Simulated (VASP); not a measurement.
# Si: G0W0 in imaginary time on PBE

Si, Fd-3m (no. 227), 2 atoms in the cell. PBE, GW; PAW potentials Si_GW (PBE set).

GW scheme: G0W0 low-scaling; Iterations: 1; Orbital cutoff (eV): 300; Response cutoff (eV): 100; Empty bands, in units of the plane waves under the response cutoff: 1; Frequency points: 12.

## Input

INCAR.step1:
```
SYSTEM = Si
PREC = Accurate ; ENCUT = 300
ISMEAR = 0 ; SIGMA = 0.05
LASPH = .TRUE. ; LREAL = .FALSE.
GGA = PE ; ALGO = Normal
EDIFF = 1E-8 ; NELM = 150
LWAVE = .TRUE. ; LCHARG = .FALSE.
```

INCAR.step2, as INCAR.step1 but for:
```
- ALGO = Normal
- NELM = 150
+ ALGO = Exact
+ NELM = 1
+ ISTART = 1
+ NBANDS = 92
+ LOPTICS = .TRUE.
```

INCAR.step3:
```
SYSTEM = Si
PREC = Accurate ; ENCUT = 300
ISMEAR = 0 ; SIGMA = 0.05
LASPH = .TRUE. ; LREAL = .FALSE.
GGA = PE ; ALGO = G0W0R
NBANDS = 92 ; NBANDSGW = 8
ENCUTGW = 100 ; NOMEGA = 12
PRECFOCK = Fast ; ISTART = 1
LWAVE = .FALSE. ; LCHARG = .FALSE.
MAXMEM = 1800 ; LFOCKSTD = .TRUE.
```

KPOINTS:
```
k-points
0
Gamma
  2 2 2
```

POSCAR:
```
Si
1.0
    0.0000000000      2.7218511865      2.7218511865
    2.7218511865      0.0000000000      2.7218511865
    2.7218511865      2.7218511865      0.0000000000
Si
2
Direct
    0.5000000000      0.5000000000      0.5000000000
    0.7500000000      0.7500000000      0.7500000000
```

Commands (each step's output is kept before the next begins):
```
cat potpaw_PBE.64/Si_GW/POTCAR > POTCAR
cp INCAR.step1 INCAR
mpirun -np 4 vasp_std > vasp.out
cp INCAR.step2 INCAR
mpirun -np 4 vasp_std > vasp.out
cp INCAR.step3 INCAR
mpirun -np 4 vasp_std > vasp.out
```

## Result

- Quasiparticle gap on the mesh (eV): 1.00
- Gap of the starting point on the mesh (eV): 0.61
- Quasiparticle gap at the zone centre (eV): 3.05
- Starting gap at the zone centre (eV): 2.44
- Correction of the gap between the band edges on the mesh (eV): 0.38
- Shift of the valence top (eV): -0.49
- Shift of the conduction bottom (eV): -0.10
- Z of the valence top at the zone centre: 0.76

Levels near the gap:

| k point | band | start (eV) | quasiparticle (eV) |
|---|---|---|---|
| 0 0 0 | 1 | -6.27 | -6.82 |
| 0 0 0 | 2 | 5.70 | 5.21 |
| 0 0 0 | 3 | 5.70 | 5.21 |
| 0 0 0 | 4 | 5.70 | 5.21 |
| 0 0 0 | 5 | 8.14 | 8.26 |
| 0 0 0 | 6 | 8.14 | 8.26 |
| 0 0 0 | 7 | 8.14 | 8.26 |
| 0 0 0 | 8 | 9.00 | 9.29 |
| 0.5 0.5 0 | 1 | -2.13 | -2.59 |
| 0.5 0.5 0 | 2 | -2.13 | -2.59 |
| 0.5 0.5 0 | 3 | 2.80 | 2.29 |
| 0.5 0.5 0 | 4 | 2.80 | 2.29 |
| 0.5 0.5 0 | 5 | 6.31 | 6.21 |
| 0.5 0.5 0 | 6 | 6.31 | 6.21 |
| 0.5 0.5 0 | 7 | 15.70 | 15.87 |
| 0.5 0.5 0 | 8 | 15.70 | 15.87 |

Limits: the mesh is coarse: neither the gap nor the screening is converged.

VASP 6.6.1 took 28 s on 4 cores (AMD EPYC 9R45 (Zen 5)), a shared host.
